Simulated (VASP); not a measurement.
## A VASP 6.6.1 single-point calculation on MgS

INCAR

```
NSW = 0
LWAVE = .FALSE.
NELM = 120
PREC = Accurate
IBRION = -1
NBANDS = 11
ISMEAR = -1
EDIFF = 1E-7
ENCUT = 520
LREAL = .FALSE.
ISIF = 2
METAGGA = RTPSS
SIGMA = 0.3
LASPH = .TRUE.
LCHARG = .FALSE.
```

KPOINTS

```
KPOINTS created by Atomic Simulation Environment
0
Gamma
8 8 8
0 0 0
```

POSCAR

```
Mg S
 1.0000000000000000
    -0.0163055601000000    2.8287256651999999    2.8287256651999999
     2.8287256651999999   -0.0163055601000000    2.8287256651999999
     2.8287256651999999    2.8287256651999999   -0.0163055601000000
 Mg  S
   1   1
Cartesian
 -0.0030027100771799 -0.0030027100771799 -0.0030027100771799
  1.4132891526521798  1.4132891526521798  1.4132891526521798
```

The recommended PBE PAW datasets give the neutral cell 8 valence electrons.

Command

```
mpirun -np 1 vasp_std
```

Task: Predict the outcome of this run.

Result: It converged. Results: gap between bands v and c on the k mesh 3.60 eV; least direct gap on the k mesh 3.60 eV; pressure 0.2 GPa. Band v is the last that the valence electrons fill when counted band by band, and c is the next.

OSZICAR

```
N       E                     dE             d eps       ncg     rms          rms(c)
DAV:   1     0.223378919533E+02    0.22338E+02   -0.34748E+03  1430   0.587E+02
DAV:   2    -0.105662338181E+02   -0.32904E+02   -0.31263E+02  1811   0.121E+02
DAV:   3    -0.126749580779E+02   -0.21087E+01   -0.21045E+01  1817   0.297E+01
DAV:   4    -0.126948307135E+02   -0.19873E-01   -0.19869E-01  1886   0.387E+00
DAV:   5    -0.126950254074E+02   -0.19469E-03   -0.19469E-03  1847   0.310E-01    0.579E+00
DAV:   6    -0.112831473795E+02    0.14119E+01   -0.15908E+00  1433   0.122E+01    0.229E+00
DAV:   7    -0.111699732417E+02    0.11317E+00   -0.86036E-01  1702   0.370E+00    0.151E+00
DAV:   8    -0.111934058331E+02   -0.23433E-01   -0.46507E-02  1689   0.123E+00    0.150E+00
DAV:   9    -0.111943164438E+02   -0.91061E-03   -0.78132E-03  1628   0.527E-01    0.349E-01
DAV:  10    -0.111915361270E+02    0.27803E-02   -0.20337E-02  1716   0.552E-01    0.256E-01
DAV:  11    -0.111920533665E+02   -0.51724E-03   -0.48817E-04  1679   0.156E-01    0.109E-01
DAV:  12    -0.111920850586E+02   -0.31692E-04   -0.11470E-04  1716   0.510E-02    0.459E-02
DAV:  13    -0.111920849522E+02    0.10641E-06   -0.25386E-05  1619   0.231E-02    0.640E-03
DAV:  14    -0.111920854011E+02   -0.44893E-06   -0.99022E-07  1709   0.635E-03    0.936E-03
DAV:  15    -0.111920850257E+02    0.37543E-06   -0.96721E-08  1616   0.198E-03    0.229E-04
DAV:  16    -0.111920849947E+02    0.30935E-07   -0.43744E-09   921   0.414E-04
   1 F= -.11192085E+02 E0= -.11191215E+02  d E =-.173943E-02
```

Standard output (part)

```
POSCAR found type information on POSCAR MgS
 POSCAR found :  2 types and       2 ions
 LDA part: xc-table for (None), standard interpolation
 POSCAR, INCAR and KPOINTS ok, starting setup
 WAVECAR not read
 entering main loop
```

For comparison, a separate PBE run of the intended cell, on usual settings and not on those above, gives a gap of 3.39 eV on its mesh and a pressure of 0.6 GPa.
